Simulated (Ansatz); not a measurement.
The system is CoO.

```
Co O
1.0
     0.00000    2.13150    2.13150
     2.13150    0.00000    2.13150
     2.13150    2.13150    0.00000
Co O
1 1
Direct
  0.00000 0.00000 0.00000
  0.50000 0.50000 0.50000
```

- Program: Ansatz 0.2.0
- Task: relaxation of cell and atoms
- Functional: BLYP
- Potentials or basis: Ansatz PAW
- Cutoff: 420 eV (not typed: the program's choice for these potentials)
- k mesh: 11 × 11 × 11
- Occupations: fermi-dirac, width 0.05 eV
- Spin: collinear spin, ferromagnetic start
- Starting moments: [2.0, 0.0] μB

At the start: volume 9.68 Å³/atom.

Question: How do energy, volume and symmetry change on relaxing?

Answer: It ends after 7 steps and the volume is 9.98 Å³/atom (+3.1 %); space group Fm-3m (No. 225, to 0.05 Å); moment 2.89 μB per cell.

The path:
```
step  energy change (eV)  largest force (eV/Å)  volume (Å³)
   1              0.0000                0.0000        19.37
   2             -0.0049                0.0000        19.65
   3             -0.0054                0.0000        19.92
   4             -0.0053                0.0000        19.93
   5             -0.0087                0.0000        19.93
   6             -0.0086                0.0000        19.96
   7             -0.0088                0.0000        19.96
```

Final structure:
```yaml
crystal:
  lattice:
    - [0.00000, 2.15309, 2.15309]
    - [2.15309, 0.00000, 2.15309]
    - [2.15309, 2.15309, 0.00000]
  atoms:
    - { symbol: Co, position: [0.00000, 0.00000, 0.00000] }
    - { symbol: O, position: [0.50000, 0.50000, 0.50000] }
```

Caveat: the plane-wave basis is chosen anew once the cell has moved, so the energies of steps on either side of that aren't comparable; the pressure holds a Pulay correction of +0.9 GPa for the finite cutoff; a cell with one magnetic atom can't hold antiferromagnetic order, which such compounds often take; the PAW data sets come from PBE, with cores solved anew for the run's functional, which leaves a small shift of forces and pressure.
